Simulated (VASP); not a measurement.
# Tb (Fm-3m) in VASP: notebook

One crystal, Tb, is run at these levels: r2SCAN; tasks: single point.

All numbers are computed with VASP 6.6.1; they aren't measurements. Logs are shortened: lines on timing, memory, paths and dates and some standing lists are left out, and cuts for length are marked.

## Step 1: The crystal as given

It takes space group Fm-3m (No. 225, cubic). Conventional cell: a = 5.040 Å, b = 5.040 Å, c = 5.040 Å, α = 90.00°, β = 90.00°, γ = 90.00°. Tb (site symmetry m-3m) has 12 Tb at 3.56 Å as nearest neighbours.

This isn't the form of Tb at room conditions, which is hcp.

## Step 2: Single point, r2SCAN, collinear spin, typed start

File POSCAR:

```
Tb
1.0
    0.0000000000      2.5199650902      2.5199650902
    2.5199650902      0.0000000000      2.5199650902
    2.5199650902      2.5199650902      0.0000000000
Tb
1
Direct
    0.0000000000      0.0000000000      0.0000000000
```

File INCAR.step1:

```
SYSTEM = Tb
PREC = Accurate ; ENCUT = 520
ISMEAR = -1 ; SIGMA = 0.08
LREAL = .FALSE. ; LASPH = .TRUE.
NELM = 150 ; ISPIN = 2
MAGMOM = 6 ; LMAXMIX = 6
NBANDS = 20 ; GGA = PE
ALGO = Normal ; EDIFF = 1E-4
LWAVE = .TRUE. ; LCHARG = .FALSE.
```

File INCAR.step2:

```
SYSTEM = Tb
PREC = Accurate ; ENCUT = 520
EDIFF = 1E-6 ; ISMEAR = -1
SIGMA = 0.08 ; LREAL = .FALSE.
LASPH = .TRUE. ; NELM = 150
ALGO = Normal ; ISIF = 2
LWAVE = .FALSE. ; LCHARG = .FALSE.
ISPIN = 2 ; MAGMOM = 6
LORBIT = 11 ; LMAXMIX = 6
METAGGA = R2SCAN ; LMIXTAU = .TRUE.
NBANDS = 20 ; ISTART = 1
```

File KPOINTS:

```
Automatic mesh
0
G
  11 11 11
  0 0 0
```

Potentials or basis: VASP PAW PBE potentials, release 64 (Tb).

On the command line:

```console
$ cat potpaw_PBE.64/Tb/POTCAR > POTCAR
$ cp INCAR.step1 INCAR
$ mpirun -np 1 vasp_std > vasp.out
$ cp INCAR.step2 INCAR
$ mpirun -np 1 vasp_std > vasp.out
```

OUTCAR:

```text
SYSTEM = Tb
   PREC = Accurate
   ENCUT = 520
   EDIFF = 1E-6
   ISMEAR = -1
   LREAL = .FALSE.
   LASPH = .TRUE.
   NELM = 150
   ISIF = 2
   ISPIN = 2
   LORBIT = 11
   METAGGA = R2SCAN
   ISTART = 1

 ion  position               nearest neighbor table
   1  0.000  0.000  0.000-

  LATTYP: Found a face centered cubic cell.
 ALAT       =     5.0399301804

  Lattice vectors:

 A1 = (   0.0000000000,   2.5199650902,   2.5199650902)
 A2 = (   2.5199650902,   0.0000000000,   2.5199650902)
 A3 = (   2.5199650902,   2.5199650902,   0.0000000000)

Analysis of symmetry for initial positions (statically):
=====================================================================
 Subroutine PRICEL returns:
 Original cell was already a primitive cell.

 Routine SETGRP: Setting up the symmetry group for a
 face centered cubic supercell.

 Subroutine GETGRP returns: Found 48 space group operations
 (whereof 48 operations were pure point group operations)
 out of a pool of 48 trial point group operations.

The static configuration has the point symmetry O_h .

Analysis of symmetry for dynamics (positions and initial velocities):
=====================================================================
 Subroutine PRICEL returns:
 Original cell was already a primitive cell.

 Routine SETGRP: Setting up the symmetry group for a
 face centered cubic supercell.

 Subroutine GETGRP returns: Found 48 space group operations
 (whereof 48 operations were pure point group operations)
 out of a pool of 48 trial point group operations.

The dynamic configuration has the point symmetry O_h .

Analysis of structural, dynamic, and magnetic symmetry:
=====================================================================
 Subroutine PRICEL returns:
 Original cell was already a primitive cell.

 Routine SETGRP: Setting up the symmetry group for a
 face centered cubic supercell.

 Subroutine GETGRP returns: Found 48 space group operations
 (whereof 48 operations were pure point group operations)
 out of a pool of 48 trial point group operations.

The overall configuration has the point symmetry O_h .

 Subroutine INISYM returns: Found 48 space group operations
 (whereof 48 operations are pure point group operations),
 and found     1 'primitive' translations

----------------------------------------------------------------------------------------

                                     Primitive cell

  volume of cell :      32.0047

  direct lattice vectors                    reciprocal lattice vectors
     0.000000000  2.519965090  2.519965090    -0.198415447  0.198415447  0.198415447
     2.519965090  0.000000000  2.519965090     0.198415447 -0.198415447  0.198415447
     2.519965090  2.519965090  0.000000000     0.198415447  0.198415447 -0.198415447

  length of vectors
     3.563768807  3.563768807  3.563768807     0.343665635  0.343665635  0.343665635

  position of ions in fractional coordinates (direct lattice)
     0.000000000  0.000000000  0.000000000

  ion indices of the primitive-cell ions
   primitive index   ion index
                 1           1

----------------------------------------------------------------------------------------

 KPOINTS: Automatic mesh

Automatic generation of k-mesh.
 Grid dimensions read from file:
 generate k-points for:   11   11   11

 Generating k-lattice:

  Cartesian coordinates                     Fractional coordinates (reciprocal lattice)
    -0.018037768  0.018037768  0.018037768     0.090909091  0.000000000  0.000000000
     0.018037768 -0.018037768  0.018037768     0.000000000  0.090909091  0.000000000
     0.018037768  0.018037768 -0.018037768     0.000000000  0.000000000  0.090909091

  Length of vectors
     0.031242330  0.031242330  0.031242330

  Shift w.r.t. Gamma in fractional coordinates (k-lattice)
     0.000000000  0.000000000  0.000000000

 Subroutine IBZKPT returns following result:
 ===========================================

 Found     56 irreducible k-points:

 Following reciprocal coordinates:
            Coordinates               Weight
  0.000000  0.000000  0.000000      1.000000
  0.090909  0.000000  0.000000      8.000000
  0.181818  0.000000  0.000000      8.000000
  0.272727  0.000000  0.000000      8.000000
  0.363636  0.000000  0.000000      8.000000
  0.454545  0.000000  0.000000      8.000000
[... 16 lines left out ...]
 -0.272727  0.181818  0.000000     24.000000
 -0.181818  0.181818  0.000000     12.000000
 [... further k-points ...]
   k-points           NKPTS =     56   k-points in BZ     NKDIM =     56   number of bands    NBANDS=     20
   number of dos      NEDOS =    301   number of ions     NIONS =      1
   total plane-waves  NPLWV =  21952
   dimension x,y,z NGX =    28 NGY =   28 NGZ =   28
   dimension x,y,z NGXF=    56 NGYF=   56 NGZF=   56
   ions per type =               1
   NGX,Y,Z   is equivalent  to a cutoff of  13.06, 13.06, 13.06 a.u.
   NGXF,Y,Z  is equivalent  to a cutoff of  26.12, 26.12, 26.12 a.u.
 SYSTEM =  Tb
   PREC   = accura    normal or accurate (medium, high low for compatibility)
   ISTART =      1    job   : 0-new  1-cont  2-samecut
   ICHARG =      0    charge: 1-file 2-atom 10-const
   ISPIN  =      2    spin polarized calculation?
   LNONCOLLINEAR =      F non collinear calculations
   LSORBIT =      F    spin-orbit coupling
   LASPH  =      T    aspherical Exc in radial PAW
   ENCUT  =  520.0 eV  38.22 Ry    6.18 a.u.   6.63  6.63  6.63*2*pi/ulx,y,z
   NELM   =    150;   NELMIN=  2; NELMDL=  0     # of ELM steps
   EDIFF  = 0.1E-05   stopping-criterion for ELM
   LREAL  =      F    real-space projection
   EDIFFG = 0.1E-04   stopping-criterion for IOM
   NSW    =      0    number of steps for IOM
   IBRION =     -1    ionic relax: 0-MD 1-quasi-New 2-CG
   NFREE  =      0    steps in history (QN), initial steepest desc. (CG)
   ISIF   =      2    stress and relaxation
   ISYM   =      2    0-nonsym 1-usesym 2-fastsym
   POTIM  = 0.5000    time-step for ionic-motion
   TEBEG  =    0.0;   TEEND  =   0.0 temperature during run
   PSTRESS=    0.0 pullay stress
   NELECT =      19.0000    total number of electrons
   NUPDOWN=      -1.0000    fix difference up-down
   EMIN   =  10.00;   EMAX   =-10.00  energy-range for DOS
   EFERMI =   0.00;   METHOD = LEGACY
   ISMEAR =    -1;   SIGMA  =   0.08  broadening in eV -4-tet -1-fermi 0-gaus
   EFERMI_NEDOS =   21; number of points for ismear=-14 and -15
   IALGO  =     38    algorithm
   IMIX   =      4    mixing-type and parameters
     AMIX     =   0.40;   BMIX     =  1.00
     AMIX_MAG =   1.60;   BMIX_MAG =  1.00
  volume/ion in A,a.u.               =      32.00       215.98
  Fermi-wavevector in a.u.,A,eV,Ry     =   1.375904  2.600082 25.757355  1.893112
  Thomas-Fermi vector in A             =   2.501197
   LORBIT       =     11    0 simple, 1 ext, 2 COOP (PROOUT), +10 PAW based schemes
   METAGGA = R2SCAN    functional components
   LHFCALC =     F    Hartree Fock is set to
   AEXX    =    0.0000 exact exchange contribution
   IVDW    =     0    specifies the selected vdW correction
   LEPSILON=     F    determine dielectric tensor
   LRPA    =     F    only Hartree local field effects (RPA)
 spin polarized calculation
  energy-cutoff  :      520.00
  volume of cell :       32.00
 maximum number of plane-waves:       889
   NGX = 13   NGY = 13   NGZ = 13

 number of electron      19.0000008 magnetization       6.7959292

 Free energy of the ion-electron system (eV)
  ---------------------------------------------------
  ext. energy  EPLUGINS =         0.00000000
  ---------------------------------------------------
  free energy    TOTEN  =       -38.95715399 eV

  energy without entropy =      -38.91701828  energy(sigma->0) =      -38.93708614

 E-fermi :   3.0144     XC(G=0): -10.8144

 val. band max:        3.0061789794   @ k =  -0.4545   0.1818   0.0000
 cond. band min:       3.0148920591   @ k =  -0.2727   0.0909   0.0000
 fundamental gap:      0.0087130797
 Fermi energy:         3.0144450240

 spin component 1

 k-point     1 :       0.0000    0.0000    0.0000
  band No.  band energies     occupation
      1     -45.4753      1.00000
      2     -20.9787      1.00000
      3     -20.9786      1.00000
      4     -20.9786      1.00000
      5      -2.7732      1.00000
      6      -2.7048      1.00000
[... 12 lines left out ...]
     19      16.2217      0.00000
     20      16.2217      0.00000

 k-point     2 :       0.0909    0.0000    0.0000
  band No.  band energies     occupation
      1     -45.4702      1.00000
      2     -21.0395      1.00000
      3     -20.9862      1.00000
      4     -20.9862      1.00000
      5      -2.7108      1.00000
      6      -2.7001      1.00000
[... 12 lines left out ...]
     19      15.1883      0.00000
     20      16.6895      0.00000
[... 465 lines left out ...]
      3     -21.2091      1.00000
      4     -21.0563      1.00000
      5      -2.7241      1.00000
      6      -2.7073      1.00000
[... 12 lines left out ...]
     19      14.7156      0.00000
     20      15.9277      0.00000

 k-point    24 :      -0.1818    0.1818    0.0000
  band No.  band energies     occupation
      1     -45.4326      1.00000
      2     -21.3826      1.00000
      3     -21.1453      1.00000
      4     -21.0257      1.00000
      5      -2.7183      1.00000
      6      -2.6908      1.00000
[... 12 lines left out ...]
     19      15.8719      0.00000
     20      16.3054      0.00000

 [... further k-points ...]

 spin component 2

 k-point     1 :       0.0000    0.0000    0.0000
  band No.  band energies     occupation
      1     -42.0711      1.00000
      2     -18.5068      1.00000
      3     -18.5059      1.00000
      4     -18.5059      1.00000
      5      -1.3435      1.00000
      6       2.0153      1.00000
[... 12 lines left out ...]
     19      16.9533      0.00000
     20      16.9533      0.00000

 k-point     2 :       0.0909    0.0000    0.0000
  band No.  band energies     occupation
      1     -42.0649      1.00000
      2     -18.5772      1.00000
      3     -18.5148      1.00000
      4     -18.5142      1.00000
      5      -1.1002      1.00000
      6       2.0199      1.00000
[... 12 lines left out ...]
     19      15.9575      0.00000
     20      17.4557      0.00000
[... 465 lines left out ...]
      3     -18.7687      1.00000
      4     -18.5905      1.00000
      5       1.7684      1.00000
      6       2.1456      0.99998
[... 12 lines left out ...]
     19      16.2350      0.00000
     20      17.5109      0.00000

 k-point    24 :      -0.1818    0.1818    0.0000
  band No.  band energies     occupation
      1     -42.0193      1.00000
      2     -18.9731      1.00000
      3     -18.6974      1.00000
      4     -18.5559      1.00000
      5       0.8589      1.00000
      6       2.0877      0.99999
[... 12 lines left out ...]
     19      17.4481      0.00000
     20      17.9302      0.00000

 [... further k-points ...]
[... 5 lines left out ...]
  --------------------------------------------------------------------------------------
  -------------------------------------------------------------------------------------
  Total        0.2581251      0.2581251      0.2581251     -0.0000000      0.0000000     -0.0000000
  in kB       12.9219275     12.9219275     12.9219275     -0.0000000      0.0000000     -0.0000000
  external PRESSURE =      12.9219275 kB  Pullay stress =       0.0000000 kB

 VOLUME and BASIS-vectors are now :
 -----------------------------------------------------------------------------
  energy-cutoff  :      520.00
  volume of cell :       32.00
      direct lattice vectors                 reciprocal lattice vectors
     0.000000000  2.519965090  2.519965090    -0.198415447  0.198415447  0.198415447
     2.519965090  0.000000000  2.519965090     0.198415447 -0.198415447  0.198415447
     2.519965090  2.519965090  0.000000000     0.198415447  0.198415447 -0.198415447

 POSITION                                       TOTAL-FORCE (eV/Angst)
 -----------------------------------------------------------------------------------
      0.00000      0.00000      0.00000        -0.000000      0.000000      0.000000
 -----------------------------------------------------------------------------------
    total drift:                               -0.000000      0.000000     -0.000000

  FREE ENERGIE OF THE ION-ELECTRON SYSTEM (eV)
  ---------------------------------------------------
  free  energy   TOTEN  =       -38.9571539946 eV

  energy  without entropy=      -38.9170182807  energy(sigma->0) =      -38.93708614

 total charge

# of ion       s       p       d       f       tot
--------------------------------------------------
    1        2.085   5.604   0.561   7.984  16.233

 magnetization (x)

# of ion       s       p       d       f       tot
--------------------------------------------------
    1        0.003  -0.041   0.268   5.855   6.085
```

Run time: 10 min. Hardware: 1 thread of AMD EPYC 9R45 (Zen 5), shared host; peak memory 0.2 GiB.

What came out:

```
Free energy                                           : -38.9572 eV
Pressure                                              : 1.3 GPa
Band gap on the k mesh                                : none (metal or under the smearing width)
Net moment                                            : 6.80 μB per cell
Site moments                                          : Tb +6.08 μB
Valence electrons inside the program's atomic spheres : Tb 16.23
```

Caveat: the magnetic or orbital state may not be the lowest; the PAW data sets were made with another functional, which shifts forces and pressure a little; spin-orbit coupling is left out, which moves the levels of the heavy elements. The state reached can hang on the start; a lower one may exist.

(Continued in part 2 of 2.)
